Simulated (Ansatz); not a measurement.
**KF: what a guessed cell relaxes into**

The task: take a trial cell of KF to zero force and stress, then test the end with a random kick.

Method: DFT PBE, scalar-relativistic, plane waves, PAW, in Ansatz 0.2.0.

### Step 1. Starting point

Symmetry: I4mm, No. 107, tetragonal system. Conventional cell: a = 3.737 Å, b = 3.737 Å, c = 5.462 Å, α = 90.00°, β = 90.00°, γ = 90.00°. Around K (site symmetry 4mm) lie 1 F at 2.22 Å. Around F (site symmetry 4mm) lie 1 K at 2.22 Å.

Coordinates:

```
CELL_PARAMETERS angstrom
-1.86845 1.86845 2.73077
1.86845 -1.86845 2.73077
1.86845 1.86845 -2.73077
ATOMIC_POSITIONS crystal
K 0.95322 0.95322 0.00000
F 0.54678 0.54678 0.00000
```

The guess is a distorted database cell: KF type (Fm-3m) distorted into a subgroup (I4mm, No. 107).

### Step 2. Probe: one point on a coarse mesh

Input file input.yaml:

```yaml
crystal:
  lattice:
    - [-1.86845088, 1.86845088, 2.73077274]
    - [1.86845088, -1.86845088, 2.73077274]
    - [1.86845088, 1.86845088, -2.73077274]
  atoms:
    - { symbol: K, position: [0.95321594, 0.95321594, 0.0] }
    - { symbol: F, position: [0.54678406, 0.54678406, 0.0] }
basis:
  ecutwfc: 420
kpoints:
  mp_grid: { grid: [6, 6, 6] }
hamiltonian:
  xc: pbe
scf:
  occupations: { method: gaussian, width: 0.1 }
  lower_state_search: "off"
output:
  forces: true
  stress: true
  eigenvalues: true
```

The run is started by

```console
ansatz run input.yaml --threads 1 --pin off --max-ram 2048MiB --backend cpu --events-out ev --progress --plain --runs-dir out
```

The program printed (excerpt; [...] marks lines left out):

```text
Warning: RAYON_NUM_THREADS=1 ignored (pool sized by the plan → 1); use --threads N
[...]
Pseudopotentials: kind: paw
Pseudopotential: K, paw, valence charge 9, recommended cutoff 420 eV (normal), K.paw.azcp
Pseudopotential: F, paw, valence charge 7, recommended cutoff 420 eV (normal), F.paw.azcp
Functional definition: PBE
[...]
Crystal: 2 atoms, lattice volume = 38.134 Å³
Basis set: ecut = 420 eV, 741 PW (Γ), exchange–correlation on 54×54×54 points (8 copies of the dense FFT grid, shifted against one another)
Bands: 12, of which v1, the nominal top of the filled ones, is band 8 counted from 1 (7 counted from 0)
Symmetry: 8 space group operations
Space group: I4mm (ITA 107), of the structure as read, at distance tolerance 3.4e-5 Å
[...]
SCF converged after 7 iterations
Free energy (F): -2348.540771 eV
[...]
E sigma→0 (E₀):  -2348.540771 eV
Fermi energy:    4.495710 eV
[...]
--- Forces (eV/Å), atoms counted from 1 ---
  atom   1  K     -0.00000000    -0.00000000     1.47732773
  atom   2  F      0.00000000     0.00000000    -1.47730719
[...]
--- Stress (GPa, compression-positive) ---
        1.308754       0.000000      -0.000000
        0.000000       1.308754       0.000000
       -0.000000      -0.000000      13.353685
  P = ⅓ Tr σ = 5.3237 GPa (53.237 kbar)
--- Band table (eV; the first three rows and the last of 30) ---
  k-point 0: bands = ["-24.5439", "-17.2982", "-7.8102", "-7.7659", "-7.7659", "1.2566", "1.2566", "1.3509", "7.5648", "12.1403", "12.6877", "12.6877"]
[...]
```

Run time: 1.5 s. Hardware: 1 thread of Intel Xeon Platinum 8259CL at 2.50GHz (Skylake/Cascade Lake), shared host; peak memory 0.42 GiB.

From the probe: pressure 5.3 GPa, largest force 1.48 eV/Å, gap on this mesh 6.14 eV. A cheap, loose relaxation comes first.

### Step 3. Coarse relaxation

Changes to input.yaml since step 2:

```diff
@@ -21 +21,6 @@
   eigenvalues: true
+relax:
+  adjacent_minimum: "off"
+  f_tol: 0.04
+  max_steps: 70
+  cell: { stress_tol: 0.4 }
```

The run is started by

```console
ansatz run input.yaml --threads 1 --pin off --max-ram 2048MiB --backend cpu --events-out ev --progress --plain --runs-dir out
```

The program printed:

```text
Warning: RAYON_NUM_THREADS=1 ignored (pool sized by the plan → 1); use --threads N
Engine: ansatz 0.2.0, x86_64-unknown-linux-gnu
[... 4 set-up lines as earlier in the session ...]
  parameter kappa = 0.804
  parameter beta = 0.06672455060314922
  exchange = pbe_x(kappa = kappa, mu = beta*pi^2/3)
  correlation = pbe_c(beta = beta)
Crystal: 2 atoms, lattice volume = 38.134 Å³
Basis set: ecut = 420 eV, 741 PW (Γ), exchange–correlation on 54×54×54 points (8 copies of the dense FFT grid, shifted against one another)
Bands: 12, of which v1, the nominal top of the filled ones, is band 8 counted from 1 (7 counted from 0)
[... 2 set-up lines as earlier in the session ...]
k-points: 30 of 216 (time reversal used)
Non-local potential: K, projectors of the file, l = 0: 3, l = 1: 2, l = 2: 2
Non-local potential: F, projectors of the file, l = 0: 2, l = 1: 2, l = 2: 1
PAW form: soft (Blöchl's): semilocal exchange-correlation on the pseudo side does not see the compensation charge
PAW one-centre angular grid: K, 110 points (default); XC on 64 Gauss nodes
PAW one-centre angular grid: F, 110 points (default); XC on 64 Gauss nodes
Initial density: superposition of atomic densities (neutral atoms: chi_scale 0, normalization atom), corrected by the library's trained network
Initial wavefunctions: pseudopotential atomic-orbital guess
Functional: x = pbe(κ = 0.804, μ = 0.2195149727645171), c = pbe(β = 0.06672455060314922)
SCF iter   1: F=—  HF=-2348.540817 eV  |F-HF|=—  |Δ(HF+E_count)|=         —  Δρ=1.11e-3  dr2=3.27e-4  ethr=1.77e-3  ⟨swp⟩=5.7  Hψ=2273  notcnv=0
preconditioner: auto → none  [insulator: Δε(μ)=6.152 eV  Ē_g=19.983 eV  σ=0.100 eV  W_gap=1.00  n_scr=10 (ndim 8)  ℏωp=24.1 eV  f_vac=0.147  D(μ)=0.00/eV (n_scr^D=0)  ε∞_Penn≈2.4]
SCF iter   2: F=—  HF=-2348.540829 eV  |F-HF|=—  |Δ(HF+E_count)|=   1.26e-5  Δρ=1.34e-3  dr2=5.05e-4  ethr=2.04e-6  ⟨swp⟩=2.0  Hψ=816  notcnv=0
SCF iter   3: F=—  HF=-2348.540740 eV  |F-HF|=—  |Δ(HF+E_count)|=   8.90e-5  Δρ=3.11e-4  dr2=3.19e-5  ethr=2.04e-6  ⟨swp⟩=2.0  Hψ=450  notcnv=0
SCF iter   4: F=—  HF=-2348.540772 eV  |F-HF|=—  |Δ(HF+E_count)|=   3.15e-5  Δρ=1.50e-4  dr2=6.57e-6  ethr=1.99e-7  ⟨swp⟩=2.0  Hψ=560  notcnv=0
SCF iter   5: F=—  HF=-2348.540772 eV  |F-HF|=—  |Δ(HF+E_count)|=   1.59e-7  Δρ=9.41e-5  dr2=2.56e-6  ethr=4.10e-8  ⟨swp⟩=2.0  Hψ=498  notcnv=0
SCF iter   6: F=—  HF=-2348.540771 eV  |F-HF|=—  |Δ(HF+E_count)|=   5.41e-7  Δρ=3.47e-5  dr2=3.55e-7  ethr=1.60e-8  ⟨swp⟩=2.0  Hψ=421  notcnv=0
SCF iter   7: F=-2348.540771 eV  HF=-2348.540771 eV  |F-HF|=5.07e-10  |Δ(HF+E_count)|=   7.64e-8  Δρ=1.68e-6  dr2=6.69e-10  ethr=6.25e-10  ⟨swp⟩=5.0  Hψ=1714  notcnv=0
SCF 1 converged in 7 iterations: F = -2348.540771 eV  dr2 = 6.69e-10
relax step   1: F+E_penalty+E_count = -2348.54077132 eV  Δ(F+E_penalty+E_count) = +0.000e0 eV  max|allowed force component| = 1.477e0 eV/Å  Δτ_max = 0.0000 Å  P = +5.324 GPa  Ω = 38.134 Å³  (7 SCF iters, dr2 threshold 1.00e-7 eV, accepted)
Crystal: 2 atoms, lattice volume = 39.806 Å³
Basis set: ecut = 420 eV, 757 PW (Γ), exchange–correlation on 54×54×54 points (8 copies of the dense FFT grid, shifted against one another)
Initial density: handed on by an earlier stage of this run
Initial wavefunctions: those handed on with the density
iter 1 solved again at ethr=2.19e-4 eV; its pass at ethr=3.10e-3 eV (dr2=3.51e-2 eV) is discarded
SCF iter   1: F=—  HF=-2348.729140 eV  |F-HF|=—  |Δ(HF+E_count)|=         —  Δρ=1.28e-2  dr2=3.63e-2  ethr=2.19e-4  ⟨swp⟩=1.0  Hψ=2818  notcnv=0
preconditioner: auto → none  [insulator: Δε(μ)=6.024 eV  Ē_g=17.456 eV  σ=0.100 eV  W_gap=1.00  n_scr=14 (ndim 8)  ℏωp=22.0 eV  f_vac=0.161  D(μ)=0.00/eV (n_scr^D=0)  ε∞_Penn≈2.6]
SCF iter   2: F=—  HF=-2348.716090 eV  |F-HF|=—  |Δ(HF+E_count)|=   1.31e-2  Δρ=4.95e-3  dr2=2.90e-3  ethr=2.19e-4  ⟨swp⟩=2.0  Hψ=659  notcnv=0
SCF iter   3: F=—  HF=-2348.715822 eV  |F-HF|=—  |Δ(HF+E_count)|=   2.68e-4  Δρ=1.47e-3  dr2=1.95e-4  ethr=1.81e-5  ⟨swp⟩=2.0  Hψ=454  notcnv=0
SCF iter   4: F=—  HF=-2348.715887 eV  |F-HF|=—  |Δ(HF+E_count)|=   6.54e-5  Δρ=6.90e-4  dr2=9.64e-5  ethr=1.22e-6  ⟨swp⟩=2.0  Hψ=570  notcnv=0
SCF iter   5: F=—  HF=-2348.715870 eV  |F-HF|=—  |Δ(HF+E_count)|=   1.75e-5  Δρ=2.09e-4  dr2=6.35e-6  ethr=6.02e-7  ⟨swp⟩=2.0  Hψ=570  notcnv=0
SCF iter   6: F=-2348.715869 eV  HF=-2348.715869 eV  |F-HF|=2.32e-8  |Δ(HF+E_count)|=   4.24e-7  Δρ=3.73e-5  dr2=1.43e-7  ethr=1.25e-9  ⟨swp⟩=3.1  Hψ=1453  notcnv=0
SCF 2 converged in 6 iterations: F = -2348.715869 eV  dr2 = 1.43e-7
relax step   2: F+E_penalty+E_count = -2348.71586924 eV  Δ(F+E_penalty+E_count) = -1.751e-1 eV  max|allowed force component| = 5.999e-1 eV/Å  Δτ_max = 0.0833 Å  P = +1.247 GPa  Ω = 39.806 Å³  energy of the carried Pulay correction = -3.123e-3 eV  (6 SCF iters, dr2 threshold 2.00e-7 eV, accepted)
Crystal: 2 atoms, lattice volume = 39.152 Å³
Basis set: ecut = 420 eV, 749 PW (Γ), exchange–correlation on 54×54×54 points (8 copies of the dense FFT grid, shifted against one another)
iter 1 solved again at ethr=2.44e-4 eV; its pass at ethr=3.10e-3 eV (dr2=3.90e-2 eV) is discarded
SCF iter   1: F=—  HF=-2348.790980 eV  |F-HF|=—  |Δ(HF+E_count)|=         —  Δρ=1.41e-2  dr2=4.48e-2  ethr=2.44e-4  ⟨swp⟩=1.0  Hψ=2810  notcnv=0
eigensolver tolerance schedule calibrated: the retry pair's looser diagonalisation under-reported the residual by θ = 0.13 (0.12/decade); ethr = c·dr2/N_el runs at the constant in force after the calibration composes with the one it found (an armed cap, an earlier calibration), c = 7.2e-2
preconditioner: auto → none  [insulator: Δε(μ)=5.938 eV  Ē_g=17.459 eV  σ=0.100 eV  W_gap=1.00  n_scr=14 (ndim 8)  ℏωp=22.2 eV  f_vac=0.136  D(μ)=0.00/eV (n_scr^D=0)  ε∞_Penn≈2.6]
SCF iter   2: F=—  HF=-2348.775731 eV  |F-HF|=—  |Δ(HF+E_count)|=   1.52e-2  Δρ=5.78e-3  dr2=4.90e-3  ethr=2.03e-4  ⟨swp⟩=2.0  Hψ=642  notcnv=0
SCF iter   3: F=—  HF=-2348.775123 eV  |F-HF|=—  |Δ(HF+E_count)|=   6.08e-4  Δρ=2.97e-3  dr2=1.49e-3  ethr=2.21e-5  ⟨swp⟩=2.0  Hψ=570  notcnv=0
SCF iter   4: F=—  HF=-2348.774878 eV  |F-HF|=—  |Δ(HF+E_count)|=   2.45e-4  Δρ=1.06e-3  dr2=8.42e-5  ethr=6.73e-6  ⟨swp⟩=2.0  Hψ=570  notcnv=0
SCF iter   5: F=—  HF=-2348.774899 eV  |F-HF|=—  |Δ(HF+E_count)|=   2.13e-5  Δρ=2.27e-4  dr2=3.09e-6  ethr=3.80e-7  ⟨swp⟩=2.1  Hψ=455  notcnv=0
SCF iter   6: F=-2348.774901 eV  HF=-2348.774901 eV  |F-HF|=2.19e-8  |Δ(HF+E_count)|=   1.94e-6  Δρ=1.66e-5  dr2=2.74e-8  ethr=9.04e-10  ⟨swp⟩=2.5  Hψ=1406  notcnv=0
SCF 3 converged in 6 iterations: F = -2348.774901 eV  dr2 = 2.74e-8
relax step   3: F+E_penalty+E_count = -2348.77490086 eV  Δ(F+E_penalty+E_count) = -5.903e-2 eV  max|allowed force component| = 2.948e-1 eV/Å  Δτ_max = 0.0852 Å  P = +0.776 GPa  Ω = 39.152 Å³  energy of the carried Pulay correction = -1.918e-3 eV  (6 SCF iters, dr2 threshold 2.00e-7 eV, accepted)
Crystal: 2 atoms, lattice volume = 39.585 Å³
iter 1 solved again at ethr=2.35e-4 eV; its pass at ethr=3.10e-3 eV (dr2=3.76e-2 eV) is discarded
SCF iter   1: F=—  HF=-2348.811785 eV  |F-HF|=—  |Δ(HF+E_count)|=         —  Δρ=1.28e-2  dr2=3.66e-2  ethr=2.35e-4  ⟨swp⟩=1.0  Hψ=2728  notcnv=0
preconditioner: auto → none  [insulator: Δε(μ)=5.983 eV  Ē_g=17.466 eV  σ=0.100 eV  W_gap=1.00  n_scr=14 (ndim 8)  ℏωp=22.1 eV  f_vac=0.143  D(μ)=0.00/eV (n_scr^D=0)  ε∞_Penn≈2.6]
SCF iter   2: F=—  HF=-2348.798903 eV  |F-HF|=—  |Δ(HF+E_count)|=   1.29e-2  Δρ=4.79e-3  dr2=2.76e-3  ethr=2.28e-4  ⟨swp⟩=2.5  Hψ=601  notcnv=0
SCF iter   3: F=—  HF=-2348.798681 eV  |F-HF|=—  |Δ(HF+E_count)|=   2.22e-4  Δρ=1.78e-3  dr2=3.81e-4  ethr=1.73e-5  ⟨swp⟩=2.0  Hψ=466  notcnv=0
SCF iter   4: F=—  HF=-2348.798712 eV  |F-HF|=—  |Δ(HF+E_count)|=   3.03e-5  Δρ=8.93e-4  dr2=1.46e-4  ethr=2.38e-6  ⟨swp⟩=2.0  Hψ=570  notcnv=0
SCF iter   5: F=—  HF=-2348.798676 eV  |F-HF|=—  |Δ(HF+E_count)|=   3.56e-5  Δρ=2.26e-4  dr2=3.21e-6  ethr=9.12e-7  ⟨swp⟩=2.0  Hψ=450  notcnv=0
SCF iter   6: F=-2348.798678 eV  HF=-2348.798678 eV  |F-HF|=6.36e-8  |Δ(HF+E_count)|=   1.88e-6  Δρ=3.38e-5  dr2=8.22e-8  ethr=1.25e-9  ⟨swp⟩=3.7  Hψ=1660  notcnv=0
SCF 4 converged in 6 iterations: F = -2348.798678 eV  dr2 = 8.22e-8
relax step   4: F+E_penalty+E_count = -2348.79867801 eV  Δ(F+E_penalty+E_count) = -2.378e-2 eV  max|allowed force component| = 9.174e-3 eV/Å  Δτ_max = 0.0833 Å  P = -0.028 GPa  Ω = 39.585 Å³  energy of the carried Pulay correction = -2.717e-3 eV  (6 SCF iters, dr2 threshold 2.00e-7 eV, accepted)
Initial wavefunctions: pseudopotential atomic-orbital guess (no wavefunctions were taken with the density)
iter 1 solved again at ethr=1.56e-6 eV; its pass at ethr=3.10e-3 eV (dr2=2.49e-4 eV) is discarded
SCF iter   1: F=—  HF=-2348.802823 eV  |F-HF|=—  |Δ(HF+E_count)|=         —  Δρ=4.19e-4  dr2=1.04e-5  ethr=1.56e-6  ⟨swp⟩=2.1  Hψ=3029  notcnv=0
preconditioner: auto → none  [insulator: Δε(μ)=5.990 eV  Ē_g=17.471 eV  σ=0.100 eV  W_gap=1.00  n_scr=14 (ndim 8)  ℏωp=22.1 eV  f_vac=0.141  D(μ)=0.00/eV (n_scr^D=0)  ε∞_Penn≈2.6]
SCF iter   2: F=—  HF=-2348.802863 eV  |F-HF|=—  |Δ(HF+E_count)|=   3.98e-5  Δρ=1.87e-4  dr2=4.82e-6  ethr=6.50e-8  ⟨swp⟩=2.0  Hψ=570  notcnv=0
SCF iter   3: F=—  HF=-2348.802876 eV  |F-HF|=—  |Δ(HF+E_count)|=   1.26e-5  Δρ=1.12e-4  dr2=1.03e-6  ethr=3.01e-8  ⟨swp⟩=2.0  Hψ=450  notcnv=0
SCF iter   4: F=—  HF=-2348.802882 eV  |F-HF|=—  |Δ(HF+E_count)|=   5.86e-6  Δρ=7.89e-6  dr2=7.26e-9  ethr=6.41e-9  ⟨swp⟩=2.0  Hψ=570  notcnv=0
SCF iter   5: F=-2348.802882 eV  HF=-2348.802882 eV  |F-HF|=1.92e-10  |Δ(HF+E_count)|=   3.20e-8  Δρ=1.32e-6  dr2=3.59e-10  ethr=8.00e-12  ⟨swp⟩=4.1  Hψ=1127  notcnv=0
SCF 5 converged in 5 iterations: F = -2348.802882 eV  dr2 = 3.59e-10
relax step   5: F+E_penalty+E_count = -2348.80288175 eV  Δ(F+E_penalty+E_count) = -4.204e-3 eV  max|allowed force component| = 9.376e-3 eV/Å  Δτ_max = 0.0000 Å  P = +0.179 GPa  Ω = 39.585 Å³  stress off target by 2.09e-1 GPa  SCF on the basis re-selected at this cell (its energy is not comparable with the rows above)  (5 SCF iters)
basis re-selected at this cell: Δ(F+E_penalty+E_count) = -4.204e-3 eV, ΔP = +0.207 GPa vs the last step (what re-selecting the basis moved, of the pressure what is left beyond the Pulay correction that the steps carried, after the strain that the cell walked since its last selection, with what the two solves' SCF thresholds leave and, on support functions, any second-order correction that the steps lacked; it is no measure of the basis error at this ecutwfc). This SCF's stress stands 2.09e-1 GPa from its target on what of the cell is left free (relax.cell.stress_tol is 4.00e-1 GPa) and its largest allowed force component is 9.38e-3 eV/Å (relax.f_tol is 4.00e-2 eV/Å): within both
SCF converged after 5 iterations
Free energy (F): -2348.802882 eV
Harris-Foulkes:  -2348.802882 eV  (|F-HF|=1.92e-10)
Internal energy: -2348.802882 eV  (E = F + TS)
E sigma→0 (E₀):  -2348.802882 eV
Fermi energy:    4.208028 eV
--- Per-component energies (eV) ---
  E_band       = -129.940769
  E_kinetic    = 461.836257
  E_local      = -1130.103143  (includes V_loc(G=0)·N_el)
  E_nonlocal   = 85.900204
  E_hartree    = 407.968597
  E_xc         = -216.325281
  E_vxc        = -268.886946  (∫ρ·V_xc dr)
  E_paw        = -982.129208  (= ΣΔE_a)
  E_vpaw       = -94.626967  (= ΣTr[D̂ρ^β])
  E_aug_tail   = 0.002059  (compensation charges beyond the density's cutoff)
  E_ewald      = -975.952367
  E_smearing   = -0.000000  (= −TS)
  E_closure    = 0.000000  (closes the sum)
  Σ components = -2348.802882   (vs F -2348.802882, Δ=0.00e0)
--- Forces (eV/Å), atoms counted from 1 ---
  atom   1  K      0.00000000    -0.00000000     0.00937772
  atom   2  F     -0.00000000     0.00000000    -0.00937424
  max |Σ_I F_I| component: 3.48e-6 eV/Å
--- Stress (GPa, compression-positive) ---
        0.209006      -0.000000       0.000000
       -0.000000       0.209006      -0.000000
        0.000000      -0.000000       0.117761
  P = ⅓ Tr σ = 0.1786 GPa (1.786 kbar)
--- Band table (eV; the first three rows and the last of 30) ---
  k-point 0: bands = ["-25.0171", "-17.4227", "-8.2935", "-8.2927", "-8.2927", "1.2099", "1.2124", "1.2124", "7.2023", "11.7739", "11.7850", "11.7850"]
  k-point 1: bands = ["-24.9913", "-17.4408", "-8.3402", "-8.3399", "-8.3362", "0.8760", "1.1798", "1.1823", "8.0956", "10.9478", "12.4307", "12.4383"]
  k-point 2: bands = ["-24.9425", "-17.4462", "-8.5878", "-8.4344", "-8.4334", "0.7943", "1.1489", "1.1516", "9.8208", "9.9375", "13.3028", "13.9677"]
  k-point 29: bands = ["-24.9202", "-17.4325", "-8.7876", "-8.4789", "-8.4789", "0.9822", "1.1489", "1.1489", "9.3954", "11.3160", "12.7128", "14.5190"]
--- Relaxed structure (4 steps of the walk, 4 accepted, 1 SCFs on fresh bases) ---
  F+E_penalty+E_count = -2348.80288175 eV   max|allowed force component| = 9.376e-3 eV/Å   (the final SCF, on the basis selected at the relaxed cell)
  cell:  # Å, volume = 39.5847 Å³
    - [-1.9114244216759606, 1.9114244216759606, 2.7086534881712114]
    - [1.9114244216759606, -1.9114244216759606, 2.7086534881712114]
    - [1.9114244216759606, 1.9114244216759606, -2.7086534881712114]
  atoms:
    - { symbol: K, position: [0.9993252355008738, 0.9993252355008738, -8.233230025117562e-33] }
    - { symbol: F, position: [0.5006747644991264, 0.5006747644991264, -3.660797351668221e-33] }
```

Wall time 8.2 s (1 thread of Intel Xeon Platinum 8259CL at 2.50GHz (Skylake/Cascade Lake), shared host); peak memory 0.44 GiB.

The steps of the relaxation:

| step | E - E(step 1) (eV/cell) | largest force component (eV/Å) | pressure (GPa) | volume (Å³) |
| --- | --- | --- | --- | --- |
| 1 | 0.0000 | 1.4773 | 5.32 | 38.13 |
| 2 | -0.1751 | 0.5999 | 1.25 | 39.81 |
| 3 | -0.2341 | 0.2948 | 0.78 | 39.15 |
| 4 | -0.2579 | 0.0092 | -0.03 | 39.58 |
| 5 | -0.2621 | 0.0094 | 0.18 | 39.58 |

Step 1 is the start. Step 5 repeats the geometry before it on a plane-wave basis chosen anew for that cell, so its energy need not be comparable with the rows above.

Lengths and angles in the start's conventional setting:

|  | before | after | change |
| --- | --- | --- | --- |
| a (Å) | 3.737 | 3.823 | +2.3 % |
| b (Å) | 3.737 | 3.823 | +2.3 % |
| c (Å) | 5.462 | 5.417 | -0.8 % |
| volume (Å³/atom) | 19.07 | 19.79 | +3.8 % |
| shortest distance (Å) | 2.220 | 2.701 | +21.7 % |
| space group (0.01 Å) | I4mm | I4mm | same |

The run keeps the 8 symmetry operations of the start, so it could not have lowered the symmetry.

### Step 4. Final relaxation

The end of the coarse run is made exact in the group found at a tolerance of 0.06 Å and reduced to its primitive cell.

Input file input.yaml:

```yaml
crystal:
  lattice:
    - [0.0, 2.7049927231, 2.7049927231]
    - [2.7049927231, 0.0, 2.7049927231]
    - [2.7049927231, 2.7049927231, 0.0]
  atoms:
    - { symbol: K, position: [0.5, 0.5, 0.5] }
    - { symbol: F, position: [0.0, 0.0, 0.0] }
basis:
  ecutwfc: 420
kpoints:
  mp_grid: { grid: [8, 8, 8] }
hamiltonian:
  xc: pbe
scf:
  occupations: { method: gaussian, width: 0.02 }
output:
  forces: true
  stress: true
  eigenvalues: true
relax:
  adjacent_minimum: "off"
  f_tol: 0.01
  max_steps: 80
  cell: { stress_tol: 0.05 }
```

The run is started by

```console
ansatz run input.yaml --threads 1 --pin off --max-ram 2048MiB --backend cpu --events-out ev --progress --plain --runs-dir out
```

The program printed (excerpt; [...] marks lines left out):

```text
Warning: RAYON_NUM_THREADS=1 ignored (pool sized by the plan → 1); use --threads N
[...]
[... 4 set-up lines as earlier in the session ...]
[...]
Crystal: 2 atoms, lattice volume = 39.585 Å³
[...]
  F+E_penalty+E_count = -2348.80291245 eV   max|allowed force component| = 7.182e-30 eV/Å   (the final SCF, on the basis selected at the relaxed cell)
  cell:  # Å, volume = 39.8163 Å³
    - [5.09537203289559e-35, 2.7102548202271053, 2.7102548202271053]
    - [2.7102548202271053, 7.644037420583787e-35, 2.7102548202271053]
    - [2.7102548202271053, 2.7102548202271053, 9.793712404009523e-39]
  atoms:
    - { symbol: K, position: [0.5, 0.5, 0.5] }
    - { symbol: F, position: [2.5957998071302822e-36, -2.7812140790681592e-36, -3.708285438757546e-36] }
```

Wall time 3.4 s (1 thread of Intel Xeon Platinum 8259CL at 2.50GHz (Skylake/Cascade Lake), shared host); peak memory 0.43 GiB.

Relaxation path:

| step | E - E(step 1) (eV/cell) | largest force component (eV/Å) | pressure (GPa) | volume (Å³) |
| --- | --- | --- | --- | --- |
| 1 | 0.0000 | 0.0000 | 0.18 | 39.58 |
| 2 | 0.0003 | 0.0000 | -0.02 | 39.82 |
| 3 | -0.0001 | 0.0000 | 0.01 | 39.82 |

Step 1 is the start. Step 3 repeats the geometry before it on a plane-wave basis chosen anew for that cell, so its energy need not be comparable with the rows above.

Lengths and angles in the start's conventional setting:

|  | before | after | change |
| --- | --- | --- | --- |
| a (Å) | 5.410 | 5.421 | +0.2 % |
| b (Å) | 5.410 | 5.421 | +0.2 % |
| c (Å) | 5.410 | 5.421 | +0.2 % |
| volume (Å³/atom) | 19.79 | 19.91 | +0.6 % |
| shortest distance (Å) | 2.705 | 2.710 | +0.2 % |
| space group (0.01 Å) | Fm-3m | Fm-3m | same |

Forces and stress were held to the start's 48 operations: a distortion of lower symmetry was not tested.

### Step 5. Reference for the kick test

Input file input.yaml:

```yaml
crystal:
  lattice:
    - [0.0, 2.7102548202, 2.7102548202]
    - [5.4205096405, 2.7102548202, -2.7102548202]
    - [-5.4205096405, 2.7102548202, -2.7102548202]
  atoms:
    - { symbol: K, position: [0.0, 0.25, 0.75] }
    - { symbol: K, position: [0.5, 0.75, 0.75] }
    - { symbol: K, position: [0.5, 0.25, 0.25] }
    - { symbol: K, position: [0.0, 0.75, 0.25] }
    - { symbol: F, position: [0.0, 0.5, 0.5] }
    - { symbol: F, position: [0.5, 0.0, 0.5] }
    - { symbol: F, position: [0.5, 0.5, 1.0] }
    - { symbol: F, position: [0.0, 1.0, 1.0] }
basis:
  ecutwfc: 420
kpoints:
  mp_grid: { grid: [4, 2, 2] }
hamiltonian:
  xc: pbe
scf:
  occupations: { method: gaussian, width: 0.1 }
  lower_state_search: "off"
output:
  forces: true
  stress: true
  eigenvalues: true
```

The run is started by

```console
ansatz run input.yaml --threads 1 --pin off --max-ram 2048MiB --backend cpu --events-out ev --progress --plain --runs-dir out
```

The program printed (excerpt; [...] marks lines left out):

```text
[...]
SCF converged after 6 iterations
Free energy (F): -9395.211421 eV
[...]
E sigma→0 (E₀):  -9395.211421 eV
Fermi energy:    4.155130 eV
[...]
--- Forces (eV/Å), atoms counted from 1 ---
  atom   1  K      0.00000000     0.00000000     0.00000000
  atom   2  K      0.00000000     0.00000000     0.00000000
  atom   3  K      0.00000000     0.00000000     0.00000000
  atom   4  K      0.00000000     0.00000000     0.00000000
  atom   5  F      0.00000000     0.00000000    -0.00000000
  atom   6  F     -0.00000000    -0.00000000     0.00000000
  atom   7  F     -0.00000000     0.00000000     0.00000000
  atom   8  F      0.00000000     0.00000000     0.00000000
[...]
--- Stress (GPa, compression-positive) ---
        0.003961      -0.000000       0.000000
       -0.000000       0.004632      -0.000619
        0.000000      -0.000619       0.004632
  P = ⅓ Tr σ = 0.0044 GPa (0.044 kbar)
--- Band table (eV; the first three rows and the last of 9) ---
[...]
```

It took 3.3 s on 1 thread of Intel Xeon Platinum 8259CL at 2.50GHz (Skylake/Cascade Lake), shared host; peak memory 0.5 GiB.

The cell holds 8 atoms, 4 times the relaxed one.

(Part 1 of 2 ends here.)
